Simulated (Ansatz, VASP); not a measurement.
This is a calculation of KCl (Sylvite) for Ansatz 0.2.0. 

File input.yaml:

```yaml
crystal:
  lattice:
    - [0.0, 3.14647, 3.14647]
    - [3.14647, 0.0, 3.14647]
    - [3.14647, 3.14647, 0.0]
  atoms:
    - { symbol: K, position: [0.0, 0.0, 0.0] }
    - { symbol: Cl, position: [0.5, 0.5, 0.5] }
kpoints:
  mp_grid: { grid: [7, 7, 7] }
scf:
  occupations: { method: gaussian, width: 0.02 }
hamiltonian:
  xc: pbe
  pseudopotentials: { kind: all_electron, lapw: { basis_error: 0.001 } }
output:
  forces: true
  stress: true
  eigenvalues: true
```

Potentials or basis: all-electron LAPW, scalar-relativistic.

Command:

```console
$ ansatz run input.yaml --threads 1 --pin off --max-ram 3072MiB --backend cpu --events-out ev --progress --plain --runs-dir out
```

Task: Set up the same calculation for VASP 6.6.1. Potentials or basis there: PBE PAW files Cl, K_pv, 500 eV.

Result: As run (cutoffs and basis follow the program's own potentials, and thresholds, step limits or extra output files can differ):

The input INCAR:

```
SYSTEM = KCl
  PREC = Accurate
  ENCUT = 500
  EDIFF = 1E-7
  ISMEAR = 0
  SIGMA = 0.02
  LREAL = .FALSE.
  LASPH = .TRUE.
  NELM = 100
  ALGO = Normal
  ISIF = 2
  LWAVE = .FALSE.
  LCHARG = .FALSE.
  GGA = PE
```

File KPOINTS:

```
regular mesh
0
G
  7 7 7
  0 0 0
```

Contents of POSCAR:

```
KCl
1.0
    0.0000000000      3.1464700000      3.1464700000
    3.1464700000      0.0000000000      3.1464700000
    3.1464700000      3.1464700000      0.0000000000
K Cl
1 1
Direct
    0.0000000000      0.0000000000      0.0000000000
    0.5000000000      0.5000000000      0.5000000000
```

Potentials or basis: VASP PAW PBE potentials, release 64 (K_pv, Cl).

Launch:

```bash
$ cat potpaw_PBE.64/K_pv/POTCAR potpaw_PBE.64/Cl/POTCAR > POTCAR
$ mpirun -np 1 vasp_std > vasp.out
```

Both were run:

|  | Ansatz | VASP |
| --- | --- | --- |
| Pressure | 0.8 GPa | 1.1 GPa |

Where Ansatz's input types no cutoff or centring, it takes its own default and a Γ-centred mesh.

Pressure is positive in compression.
